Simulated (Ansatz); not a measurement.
A relaxed cell of SnGe2 is given with its symmetry left out. The cell was found from a structure generator's guess, not taken from experiment.

Computed with Ansatz 0.2.0, DFT PBE, scalar-relativistic, plane waves, PAW. Cutoff 420 eV, Γ-centred mesh, Gaussian smearing, no spin polarisation.

```
CELL_PARAMETERS angstrom
4.29271 0.00000 0.00000
-2.14636 3.71760 0.00000
0.00000 0.00000 10.54839
ATOMIC_POSITIONS crystal
Sn 0.66667 0.33333 0.20805
Sn 0.33333 0.66667 0.79195
Ge 0.33333 0.66667 0.53640
Ge 0.00000 0.00000 0.88210
Ge 0.66667 0.33333 0.46360
Ge 0.00000 0.00000 0.11790
```

Energies over the elements count from the elements' standard structures at the same level, with no fitted energy shifts. The references include grey tin.

(1) Find its symmetry and describe it.

(2) What is its formation energy per atom?

(3) Is it a metal?

Answers

(1) P-3m1 (No. 164), with Sn and Ge ordered on diamond sites. Conventional cell: a = 4.293 Å, c = 10.548 Å. Around Sn lie 4 Ge at 2.65–2.70 Å; around Ge on its first site lie 3 Ge at 2.59 Å and 1 Sn at 2.70 Å; Ge on its second site has 1 Ge at 2.49 Å and 3 Sn at 2.65 Å.

(2) +0.05 eV/atom. The separate elements lie lower, so it is unstable against them.

(3) Yes, bands cross the Fermi level on the 12×12×4 mesh.

The last run used a 12×12×4 mesh (in the run's order of axes) for its 6-atom cell and Gaussian smearing of 0.10 eV. The zero gap may come from the functional, which often closes small gaps. A structure relaxed within its symmetry needn't be a true minimum.
